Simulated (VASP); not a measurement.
Wanted: the native input for a VASP 6.6.1 run.

```
Task                   : single point
Functional             : PBE
Potentials or basis    : VASP PAW PBE potentials, release 64 (Cd, H)
Cutoff                 : 520 eV
k mesh                 : 9 × 9 × 4
Occupations            : gaussian, width 0.1 eV
Spin                   : no spin polarisation
Dipole correction      : no
Further INCAR settings : ALGO = Normal; EDIFF = 1e-07; NBANDS = 20
```

The structure of Cd2H lies in POSCAR:

```
Cd2H
1.0
    3.4834633209      0.0000000000      0.0000000000
   -1.7417316604      3.0167677291      0.0000000000
    0.0000000000      0.0000000000      5.2467237171
Cd H
2 1
Direct
    0.6666666667      0.3333333333      0.8341699451
    0.3333333333      0.6666666667      0.3560936440
    0.0000000000      0.0000000000     -0.1062635891
```

The cell isn't the ideal one: Ni -> Cd on all its sites, cell and atoms relaxed.

One way to write it, as run:

INCAR

```
SYSTEM = Cd2H
ALGO     = Normal         ! electronic algorithm
EDIFF    = 1E-7           ! SCF threshold, eV
ENCUT    = 520            ! plane-wave cutoff, eV
GGA      = PE             ! functional
ISIF     = 2              ! what is computed and relaxed
ISMEAR   = 0              ! smearing method
LASPH    = .TRUE.         ! aspherical terms in the spheres
LCHARG   = .TRUE.         ! write CHGCAR
LELF     = .TRUE.         ! ELF
LREAL    = .FALSE.        ! projectors in reciprocal space
LVHAR    = .TRUE.       
LWAVE    = .FALSE.        ! write WAVECAR
NBANDS   = 20             ! bands
NELM     = 100            ! most SCF steps
PREC     = Accurate       ! precision mode
SIGMA    = 0.1            ! smearing width, eV
```

KPOINTS

```
k-points
0
G
  9 9 4
  0 0 0
```

Potentials or basis: VASP PAW PBE potentials, release 64 (Cd, H).

Run with:

```console
$ cat potpaw_PBE.64/Cd/POTCAR potpaw_PBE.64/H/POTCAR > POTCAR
$ mpirun -np 1 vasp_std > vasp.out
```

Results of the run:

```yaml
Pressure: 0.1 GPa
Largest_force: 0.020 eV/Å
Band_gap_on_the_k_mesh: none (metal or under the smearing width)
```

It took 19 s on 1 thread of AMD EPYC 9R45 96-Core Processor (Zen 5), on a shared host, peak memory 0.17 GiB.
